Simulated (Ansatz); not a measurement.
An input for Ansatz 0.2.0 (Ga):

The input run.py:

```python
import json

import ase.io
import numpy as np

import ansatz as az

atoms = ase.io.read("POSCAR", format="vasp")

calculation = (
    az.Crystal.from_ase(atoms)
    .calculation()
    .kpoints(13, 13, 13)
    .functional("pbesol", dispersion="d4")
    .pseudopotentials(kind="nc_fr")
    .spin("noncollinear", soc=True)
    .occupations(method="fermi_dirac", sigma=0.1)
    .relax(force_tolerance=0.01, max_steps=40, cell=True, stress_tolerance=0.05)
    .forces()
    .stress()
)
outcome = calculation.run(threads=2, events_out="events.jsonl")

report = outcome.report
for line in open("events.jsonl"):
    event = json.loads(line)
    if event["event"] == "scf_iter":
        d = event["data"]
        print(f"SCF {d['iter']:3d}  HF = {d['harris_foulkes_ev']:.6f} eV  dr2 = {d['dr2_ev']:.2e} eV")
    elif event["event"] in ("relax_step", "md_step"):
        d = event["data"]
        print(f"{event['event']} {d['step']:3d}  E = {d['lagrangian_ev']:.6f} eV")
np.set_printoptions(precision=5, suppress=True, linewidth=110)
print("converged:", report["converged"], "after", report["n_iterations"], "iterations")
print(f"free energy {report['free_energy_ev']:.6f} eV, Fermi level {report['fermi_energy_ev']:.4f} eV")
for key in ("band_edges_ev", "magnetization_mub", "site_moments_mub", "site_moments_nc_mub", "forces_ev_ang",
                "stress_gpa"):
    if report.get(key) is not None:
        print(key, np.array(report[key]), sep="\n")
```

File POSCAR:

```
Ga
1.0
   -1.3843987196      1.3843987196      2.3112238365
    1.3843987196     -1.3843987196      2.3112238365
    1.3843987196      1.3843987196     -2.3112238365
Ga
1
Direct
    0.0000000000      0.0000000000      0.0000000000
```

Potentials or basis: Ansatz NC.

The run is started by

```bash
$ python run.py
```

Question: How does this run end?

Answer: The run stopped without a result. It printed:

Output:

```text
Traceback (most recent call last):
  File "run.py", line 17, in <module>
TypeError: OccupationsStep.occupations() got an unexpected keyword argument 'sigma'
```
